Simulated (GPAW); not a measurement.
# CuO (Tenorite) (Cc) in GPAW: equation of state

Aim: energy against volume of CuO (Tenorite) in PBEsol, for its equilibrium volume and stiffness.

Program: GPAW 26.7.0. These are calculated values, not measurements. Logs are shortened: lines on timing, memory, paths and dates and some standing lists are left out, and cuts for length are marked. The log counts tension as positive stress, the text compression.

**1. The crystal as given**

The structure is monoclinic, space group Cc (No. 9). The conventional cell has a = 4.689 Å, b = 3.427 Å, c = 5.132 Å, α = 90.00°, β = 99.65°, γ = 90.00°. Around Cu (site symmetry 1) lie 4 O at 1.91 to 2.02 Å. Around O (site symmetry 1) lie 4 Cu at 1.91 to 2.02 Å.

**2. Equation of state, PBEsol**

Input file run.py:

```python
from ase import Atoms
from ase.eos import EquationOfState
from ase.io import Trajectory
from ase.units import GPa
from ase.parallel import parprint
from gpaw import GPAW, PW, setup_paths

setup_paths.insert(0, '.')

atoms = Atoms(['Cu', 'Cu', 'O', 'O'],
              cell=[[2.34465, -1.7134, 0.0],
                    [2.34465, 1.7134, 0.0],
                    [-0.8605543552, 0.0, 5.0594363927]],
              scaled_positions=[[0.4968, 0.0032, 0.5],
                                [0.0032, 0.4968, 0.0],
                                [0.4056, 0.5714, 0.7537],
                                [0.5714, 0.4056, 0.2537]],
              pbc=True)

traj = Trajectory('eos.traj', 'w')
volumes, energies = [], []
for x in [0.94, 0.96, 0.98, 1.0, 1.02, 1.04, 1.06]:
    a = atoms.copy()
    a.set_cell(atoms.cell * x**(1 / 3), scale_atoms=True)
    calc = GPAW(mode=PW(800),
                xc='PBEsol',
                kpts={'size': (10, 10, 5), 'gamma': True},
                occupations={'name': 'fermi-dirac', 'width': 0.05},
                nbands=33,
                convergence={'density': 1e-05, 'energy': 1e-05},
                maxiter=150,
                txt=f'eos-{x:.2f}.txt')
    a.calc = calc
    energies.append(a.get_potential_energy(force_consistent=True))
    volumes.append(a.get_volume())
    p = -a.get_stress()[:3].mean() / GPa
    calc.write(f'eos-{x:.2f}.gpw')
    traj.write(a)
    parprint(f'{x:.2f} {volumes[-1]:10.4f} A^3 {energies[-1]:14.6f} eV {p:9.3f} GPa', flush=True)

v0, e0, B = EquationOfState(volumes, energies, eos='birchmurnaghan').fit()
parprint(f'V0 = {v0:.4f} A^3, E0 = {e0:.6f} eV, B0 = {B / GPa:.2f} GPa')
```

Potentials or basis: PAW data sets generated in the run's folder for this functional, pw.

The run is started by

```sh
> gpaw-setup -f PBEsol Cu O
> OMP_NUM_THREADS=1 mpirun -n 4 gpaw python run.py
```

Standard output:

```text
__  _  _
 | _ |_)|_||  |
 |__||  | ||/\| - 26.7.0

Input parameters:
  mode=PW(ecut=800.0),
  convergence={'density': 1e-05, 'energy': 1e-05},
  kpts=MonkhorstPack(size=(10, 10, 5), gamma=True),
  maxiter=150,
  nbands=33,
  occupations=Occupations(name='fermi-dirac', width=0.05),
  xc=XC(name='PBEsol')

Diagonalizing LCAO Hamiltonian
Converting LCAO to pw mode

          O

       Cu
          O
         Cu

Atoms  # Å, Bohr magnetons
|   | symbol |        x |         y |        z |    initial magnetic moments |
|---|--------|----------|-----------|----------|-----------------------------|
| 0 |     Cu | 0.726900 | -0.828470 | 2.478077 | ( 0.0000,  0.0000,  0.0000) |
| 1 |     Cu | 1.148393 |  0.828470 | 0.000000 | ( 0.0000,  0.0000,  0.0000) |
| 2 |      O | 1.608601 |  0.278283 | 3.735453 | ( 0.0000,  0.0000,  0.0000) |
| 3 |      O | 2.030095 | -0.278283 | 1.257376 | ( 0.0000,  0.0000,  0.0000) |

Unit cell  # Å
| periodic |         x |         y |        z |  lengths |    angles |
|----------|-----------|-----------|----------|----------|-----------|
|      yes |  2.296787 | -1.678423 | 0.000000 | 2.844702 | 97.780819 |
|      yes |  2.296787 |  1.678423 | 0.000000 | 2.844702 | 97.780819 |
|      yes | -0.842987 |  0.000000 | 4.956154 | 5.027334 | 72.316432 |

Number of symmetries: 1
Symmetry operations  # r_c * U_cc + t_c -> r_c
|   | kind |            matrix            |
|---|------|------------------------------|
| 0 |  E   |  1, 0, 0,  0, 1, 0,  0, 0, 1 |

BZ-sampling:
  Number of BZ points: 500
  Number of IBZ points: 252

  Monkhorst-Pack size: [10, 10, 5]
  Monkhorst-Pack shift: [0.05, 0.05, 0.0]

K-points  # in reciprocal-cell coordinates
|     |                                coordinates |     weight |
|-----|--------------------------------------------|------------|
|   0 | (  0.00000000,   0.00000000,   0.00000000) | 0.00200000 |
|   1 | (  0.00000000,   0.00000000,   0.20000000) | 0.00400000 |
|   2 | (  0.00000000,   0.00000000,   0.40000000) | 0.00400000 |
|   3 | (  0.00000000,   0.10000000,  -0.40000000) | 0.00400000 |
|   4 | (  0.00000000,   0.10000000,  -0.20000000) | 0.00400000 |
|   5 | (  0.00000000,   0.10000000,   0.00000000) | 0.00400000 |
|   6 | (  0.00000000,   0.10000000,   0.20000000) | 0.00400000 |
|   7 | (  0.00000000,   0.10000000,   0.40000000) | 0.00400000 |
|   8 | (  0.00000000,   0.20000000,  -0.40000000) | 0.00400000 |
|   9 | (  0.00000000,   0.20000000,  -0.20000000) | 0.00400000 |
| ... |                                            |            |
| 251 | (  0.50000000,   0.50000000,   0.40000000) | 0.00400000 |

Plane wave coefficients: 1993
Cutoff: 800.0 eV

Spin-components: 1 (collinear spins)
Bands:           33
Projectors:      22
Spin-degeneracy: 2
Datatype:        complex128

Parallelization:
  kpt:    4
  domain: 1
  band:   1

Density:
  Valence electrons: 34.0
  Components: 1
  Grid points: [20 20 35]
  Charge: 0.0  # |e|

Potential:
  Grid points: [20 20 35]

species:
  Cu:
    name:    Copper
    Z:       29.0
    valence: 11
    core:    18
    charge:  0.0  # [|e|]
    compensation charges:
      type: gauss
      rc: 0.33  # [Å]
      lmax: 2
    cutoffs:
      filter: 2.06  # [Å]
      core: 2.43  # [Å]
    projectors
    | kind |    occ | energy [eV] | rcut [Å] |
    |------|--------|-------------|----------|
    |   4s |  1.000 |      -4.607 |    1.164 |
    |   4p |  0.000 |      -0.637 |    1.164 |
    |   3d | 10.000 |      -5.060 |    1.058 |
    |    s |        |      22.604 |    1.164 |
    |    p |        |      26.574 |    1.164 |
    |    d |        |      22.151 |    1.058 |

    Using partial waves for Cu as LCAO basis

  O:
    name:    Oxygen
    Z:       8.0
    valence: 6
    core:    2
    charge:  0.0  # [|e|]
    compensation charges:
      type: gauss
      rc: 0.21  # [Å]
      lmax: 2
    cutoffs:
      filter: 1.17  # [Å]
      core: 0.83  # [Å]
    projectors
    | kind |    occ | energy [eV] | rcut [Å] |
    |------|--------|-------------|----------|
    |   2s |  2.000 |     -23.808 |    0.688 |
    |   2p |  4.000 |      -8.972 |    0.598 |
    |    s |        |       3.404 |    0.688 |
    |    p |        |      18.239 |    0.598 |
    |    d |        |       0.000 |    0.619 |

    Using partial waves for O as LCAO basis

Reference energy: -94036.894853  # eV

eigensolver:
  PPCG
  Converge bands: occupied
  niter=2

density mixing:
  MSR1-Mixer
  Pratt-step length: 0.05
  Maximum mixing coefficient: 0.75
  Old densities: 10
  SVD Regularization: 0.005
  Good broyden scale: 1.0
  Trust region scale: 1.0
  Backstep threshold: 4.0
  History deletion threshold: 6.0
  Fourier metric: weight=20.0, sigma=0.015

occupation numbers:
  Fermi-Dirac:
    width: 0.0500  # eV

poisson solver:
  ecut: 6400.0  # eV

xc functional:
  name: PBEsol with 2 nearest neighbor stencil

convergence criteria:
- Maximum integral of absolute [dens]ity change: 1e-05 electrons / valence electron
- Maximum [total energy] change in last 3 cyles: 1e-05 eV / valence electron
- Maximum integral of absolute [eigenst]ate change: 4e-08 eV^2 / valence electron
maximum number of iterations: 150

SCF iterations
|iter     | |      energy | eigst |  dens |
|---------|-|-------------|-------|-------|
|iter:   1| |  -27.284399 | +0.24 |       |
|iter:   2| |  -24.890619 | -1.86 | -0.90 |
|iter:   3| |  -21.473984 | -1.25 | -1.00 |
|iter:   4| |  -21.422992 | -3.50 | -1.63 |
|iter:   5| |  -21.407011 | -3.29 | -1.79 |
|iter:   6| |  -21.393623 | -3.68 | -2.09 |
|iter:   7| |  -21.386318 | -4.50 | -2.27 |
|iter:   8| |  -21.386307 | -6.03 | -3.08 |
|iter:   9| |  -21.386315c| -5.88 | -3.27 |
|iter:  10| |  -21.386313c| -7.69c| -4.27 |
|iter:  11| |  -21.386313c| -8.19c| -4.63 |
|iter:  12| |  -21.386312c| -7.84c| -4.82 |
|iter:  13| |  -21.386312c| -8.73c| -5.40c|

Converged in 13 steps
Energy contributions relative to reference atoms: (reference = -94036.894853)

Energy contributions:
  Kinetic:           5.031591
  Coulomb:          -9.112461
  Zero:              0.647470
  External:          0.000000
  Xc:              -17.943836
  Entropy:          -0.018153
  Spinorbit:         0.000000
  ----------------------------
  Free energy:     -21.395389
  Extrapolated:    -21.386312

dipole moment: (-8.111769, -0.000000, -10.795661)  # |e|*Ang

Fermi level: 7.250
Eigenvalues  # (at kpt = [0.000, 0.000, 0.000])
| band index |      eig [eV] | occ [0-2] |
|------------|---------------|-----------|
|          0 |       -13.196 |     2.000 |
|        ... |               |           |
|          8 |         3.896 |     2.000 |
|          9 |         4.234 |     2.000 |
|         10 |         4.322 |     2.000 |
|         11 |         4.488 |     2.000 |
|         12 |         4.715 |     2.000 |
|         13 |         4.841 |     2.000 |
[... 8 lines left out ...]
|         22 |        23.094 |     0.000 |
|         23 |        23.776 |     0.000 |
|        ... |               |           |
|         32 |        31.654 |     0.000 |

No gap
No difference between direct/indirect transitions

Stress tensor  # eV/Ang^3
|         x |         y |         z |
|-----------|-----------|-----------|
| -0.084902 | -0.000000 |  0.022749 |
| -0.000000 | -0.069868 | -0.000000 |
|  0.022749 | -0.000000 | -0.090632 |

# Writing to eos-0.94.gpw (mode='')
```

stdout:

```text
0.94    38.2117 A^3     -21.395389 eV    13.106 GPa
0.96    39.0248 A^3     -21.452994 eV     8.182 GPa
0.98    39.8378 A^3     -21.487054 eV     3.793 GPa
1.00    40.6508 A^3     -21.499859 eV    -0.125 GPa
1.02    41.4638 A^3     -21.493900 eV    -3.617 GPa
1.04    42.2768 A^3     -21.471085 eV    -6.733 GPa
1.06    43.0898 A^3     -21.433345 eV    -9.507 GPa
V0 = 40.7851 A^3, E0 = -21.500122 eV, B0 = 182.52 GPa
```

Run time: 9.6 min. Hardware: 4 MPI ranks of Arm Neoverse V2, shared host; peak memory 0.56 GiB.

Results:

- Equilibrium volume: 10.20 Å³/atom
- Bulk modulus at fixed shape and positions: 183 GPa
- Pressure derivative of the bulk modulus: 4.7

Energy against volume, from the lowest point:
```csv
volume (Å³/atom),energy (meV/atom)
9.553,26.12
9.756,11.72
9.959,3.20
10.163,0.00
10.366,1.49
10.569,7.19
10.772,16.63
```

Caveat: with this Cu data set, volumes or pressures lay over 1.5 % or 2 GPa off other programs in two to four cells of ten; the cell was scaled at fixed shape and fractional positions, which overstates the stiffness of a crystal with free parameters, most of all of layers and chains; the run has no spin polarisation, though such a crystal can be magnetic.
